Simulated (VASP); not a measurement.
# PbS (Galena) (I4mm) in VASP: single point with PBE

Aim: the single point of PbS (Galena) with PBE.

Program: VASP 6.6.1. These are calculated values, not measurements. Logs are shortened: lines on timing, memory, paths and dates and some standing lists are left out, and cuts for length are marked.

## Step 1: Starting point

The structure is tetragonal, space group I4mm (No. 107). Conventional cell: a = 4.194 Å, b = 4.194 Å, c = 5.931 Å, α = 90.00°, β = 90.00°, γ = 90.00°. Pb (site symmetry 4mm) is surrounded by 6 S at 2.87 to 3.07 Å. S (site symmetry 4mm) is surrounded by 6 Pb at 2.87 to 3.07 Å.

## Step 2: Single point, PBE

File INCAR:

```
ALGO = Fast ; EDIFF = 1E-6
ENCUT = 520 ; GGA = PE
ISIF = 2 ; ISMEAR = 0
LASPH = True ; LCHARG = False
LREAL = False ; LWAVE = False
NBANDS = 17 ; NELM = 100
PREC = Accurate ; SIGMA = 0.02
```

File KPOINTS:

```
k-points
0
Gamma
  12 12 12
```

File POSCAR:

```
PbS
1.0
    0.0000000000      2.9657500000      2.9657500000
    2.9657500000      0.0000000000      2.9657500000
    2.9657500000      2.9657500000      0.0000000000
Pb S
1 1
Direct
    0.0168591419      0.0168591419     -0.0168591419
    0.5000000000      0.5000000000      0.5000000000
```

Potentials or basis: VASP PAW PBE potentials, release 64 (Pb_d, S).

The run is started by

```
cat potpaw_PBE.64/Pb_d/POTCAR potpaw_PBE.64/S/POTCAR > POTCAR
mpirun -np 1 vasp_std > vasp.out
```

OUTCAR:

```text
EDIFF = 1E-6
   ENCUT = 520
   GGA = PE
   ISIF = 2
   ISMEAR = 0
   LASPH = True
   LREAL = False
   NELM = 100
   PREC = Accurate

 ion  position               nearest neighbor table
   1  0.017  0.017  0.983-   2 2.87   2 2.97   2 2.97   2 2.97   2 2.97   2 3.07
   2  0.500  0.500  0.500-   1 2.87   1 2.97   1 2.97   1 2.97   1 2.97   1 3.07

  LATTYP: Found a face centered cubic cell.
 ALAT       =     5.9315000000

  Lattice vectors:

 A1 = (   0.0000000000,   2.9657500000,   2.9657500000)
 A2 = (   2.9657500000,   0.0000000000,   2.9657500000)
 A3 = (   2.9657500000,   2.9657500000,   0.0000000000)

Analysis of symmetry for initial positions (statically):
=====================================================================
 Subroutine PRICEL returns:
 Original cell was already a primitive cell.

 Routine SETGRP: Setting up the symmetry group for a
 face centered cubic supercell.

 Subroutine GETGRP returns: Found  8 space group operations
 (whereof  8 operations were pure point group operations)
 out of a pool of 48 trial point group operations.

The static configuration has the point symmetry C_4v.

Analysis of symmetry for dynamics (positions and initial velocities):
=====================================================================
 Subroutine PRICEL returns:
 Original cell was already a primitive cell.

 Routine SETGRP: Setting up the symmetry group for a
 face centered cubic supercell.

 Subroutine GETGRP returns: Found  8 space group operations
 (whereof  8 operations were pure point group operations)
 out of a pool of 48 trial point group operations.

The dynamic configuration has the point symmetry C_4v.

 Subroutine INISYM returns: Found  8 space group operations
 (whereof  8 operations are pure point group operations),
 and found     1 'primitive' translations

----------------------------------------------------------------------------------------

                                     Primitive cell

  volume of cell :      52.1715

  direct lattice vectors                    reciprocal lattice vectors
     0.000000000  2.965750000  2.965750000    -0.168591419  0.168591419  0.168591419
     2.965750000  0.000000000  2.965750000     0.168591419 -0.168591419  0.168591419
     2.965750000  2.965750000  0.000000000     0.168591419  0.168591419 -0.168591419

  length of vectors
     4.194203873  4.194203873  4.194203873     0.292008903  0.292008903  0.292008903

  position of ions in fractional coordinates (direct lattice)
     0.016859142  0.016859142  0.983140858
     0.500000000  0.500000000  0.500000000
[... 79 lines left out ...]
   EDIFFG = 0.1E-04   stopping-criterion for IOM
   NSW    =      0    number of steps for IOM
   IBRION =     -1    ionic relax: 0-MD 1-quasi-New 2-CG
   NFREE  =      0    steps in history (QN), initial steepest desc. (CG)
   ISIF   =      2    stress and relaxation
   ISYM   =      2    0-nonsym 1-usesym 2-fastsym
   POTIM  = 0.5000    time-step for ionic-motion
   TEBEG  =    0.0;   TEEND  =   0.0 temperature during run
   PSTRESS=    0.0 pullay stress
   NELECT =      20.0000    total number of electrons
   NUPDOWN=      -1.0000    fix difference up-down
   EMIN   =  10.00;   EMAX   =-10.00  energy-range for DOS
   EFERMI =   0.00;   METHOD = LEGACY
   ISMEAR =     0;   SIGMA  =   0.02  broadening in eV -4-tet -1-fermi 0-gaus
   EFERMI_NEDOS =   21; number of points for ismear=-14 and -15
   IALGO  =     68    algorithm
   IMIX   =      4    mixing-type and parameters
     AMIX     =   0.40;   BMIX     =  1.00
     AMIX_MAG =   1.60;   BMIX_MAG =  1.00
  volume/ion in A,a.u.               =      26.09       176.04
  Fermi-wavevector in a.u.,A,eV,Ry     =   1.189251  2.247359 19.242973  1.414319
  Thomas-Fermi vector in A             =   2.325363
   LORBIT       =      0    0 simple, 1 ext, 2 COOP (PROOUT), +10 PAW based schemes
   GGA     = PE    functional components
   LHFCALC =     F    Hartree Fock is set to
   AEXX    =    0.0000 exact exchange contribution
   IVDW    =     0    specifies the selected vdW correction
   LEPSILON=     F    determine dielectric tensor
   LRPA    =     F    only Hartree local field effects (RPA)
 non-spin polarized calculation
 RMM-DIIS sequential band-by-band and
 Gauss-broadening in eV      SIGMA  =   0.02
  energy-cutoff  :      520.00
  volume of cell :       52.17
 maximum number of plane-waves:      1424
   NGX = 15   NGY = 15   NGZ = 15

 number of electron      19.9999998 magnetization

 Free energy of the ion-electron system (eV)
  ---------------------------------------------------
  ext. energy  EPLUGINS =         0.00000000
  ---------------------------------------------------
  free energy    TOTEN  =        -8.75228358 eV

  energy without entropy =       -8.75228358  energy(sigma->0) =       -8.75228358

 E-fermi :   5.9497     XC(G=0):  -9.6799

 val. band max:        5.7730483402   @ k =   0.5000   0.0000   0.0000
 cond. band min:       6.2456092724   @ k =   0.5000   0.0000   0.0000
 fundamental gap:      0.4725609322
 Fermi energy:         5.9496869273

 k-point     1 :       0.0000    0.0000    0.0000
  band No.  band energies     occupation
      1     -10.9980      2.00000
      2     -10.9955      2.00000
      3     -10.9955      2.00000
      4     -10.9814      2.00000
      5     -10.9809      2.00000
      6      -7.7874      2.00000
[... 457 lines left out ...]
      4     -10.9706      2.00000
      5     -10.9632      2.00000
      6      -7.1308      2.00000
[... 9 lines left out ...]
     16      14.8260      0.00000
     17      17.0528      0.00000

 [... further k-points ...]

------------------------ aborting loop because EDIFF is reached ----------------------------------------

  FORCE on cell =-STRESS in cart. coord.  units (eV):
  Direction    XX          YY          ZZ          XY          YZ          ZX
  --------------------------------------------------------------------------------------
  -------------------------------------------------------------------------------------
  Total        0.7084712      0.7084712      0.8440773      0.0000000      0.0000000      0.0000000
  in kB       21.7570069     21.7570069     25.9214435      0.0000000      0.0000000      0.0000000
  external PRESSURE =      23.1451525 kB  Pullay stress =       0.0000000 kB

 VOLUME and BASIS-vectors are now :
 -----------------------------------------------------------------------------
  energy-cutoff  :      520.00
  volume of cell :       52.17
      direct lattice vectors                 reciprocal lattice vectors
     0.000000000  2.965750000  2.965750000    -0.168591419  0.168591419  0.168591419
     2.965750000  0.000000000  2.965750000     0.168591419 -0.168591419  0.168591419
     2.965750000  2.965750000  0.000000000     0.168591419  0.168591419 -0.168591419

 POSITION                                       TOTAL-FORCE (eV/Angst)
 -----------------------------------------------------------------------------------
      2.96575      2.96575      0.10000         0.000000      0.000000     -0.070748
      2.96575      2.96575      2.96575         0.000000      0.000000      0.070748
 -----------------------------------------------------------------------------------
    total drift:                                0.000000      0.000000     -0.000488

  FREE ENERGIE OF THE ION-ELECTRON SYSTEM (eV)
  ---------------------------------------------------
  free  energy   TOTEN  =        -8.7522835804 eV

  energy  without entropy=       -8.7522835804  energy(sigma->0) =       -8.75228358
```

Wall time 54 s (1 thread of Intel Xeon 6975P-C (Granite Rapids), shared host); peak memory 0.28 GiB.

Results:

```yaml
Free_energy: -8.7523 eV
Pressure: 2.3 GPa
Largest_force: 0.071 eV/Å
Band_gap_on_the_k_mesh: 0.47 eV, direct
```

Forces in eV/Å, atoms in the order of the input:
```
Pb   0.000  0.000 -0.071
S    0.000  0.000  0.071
```

Caveat: spin-orbit coupling is left out, which as a rule narrows the gap of such compounds by several tenths of an eV. A k mesh can miss the band edges.
